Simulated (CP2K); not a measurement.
The system is YN.

```
CELL_PARAMETERS angstrom
3.44856 0.00000 0.00000
1.72428 2.98654 0.00000
1.72428 0.99551 2.81574
ATOMIC_POSITIONS crystal
Y 0.00000 0.00000 0.00000
N 0.50000 0.50000 0.50000
```

Base run:

| Item | Value |
| --- | --- |
| Program | CP2K 2026.2 |
| Functional | PBE |
| Potentials or basis | POTENTIAL_UZH Y GTH-PBE-q11, N GTH-PBE-q5; TZVP-MOLOPT-PBE-GTH basis |
| Density cutoff | 6803 eV |
| k mesh | 9 × 9 × 9 |
| Occupations | fermi-dirac, width 0.05 eV |
| Spin | no spin polarisation |

Its results: band gap on the k mesh 0.22 eV, indirect (least direct gap 0.61 eV); pressure 3.7 GPa.

**Question.** The run is repeated on the same cell with these changes: potentials or basis from POTENTIAL_UZH Y GTH-PBE-q11, N GTH-PBE-q5; TZVP-MOLOPT-PBE-GTH basis to POTENTIAL_UZH Y GTH-PBE-q11, N GTH-PBE-q5; ccGRB-D basis; basis sets from Y TZVP-MOLOPT-PBE-GTH-q11, N TZVP-MOLOPT-PBE-GTH-q5 to Y ccGRB-D-q11, N ccGRB-D-q5. What comes out?

**Answer.** Band gap on the k mesh 0.16 eV, indirect (least direct gap 0.58 eV); pressure 4.2 GPa.

Caveats: the basis of atomic orbitals isn't converged, which shifts pressures, moduli and gaps.

A k mesh can miss the band edges.
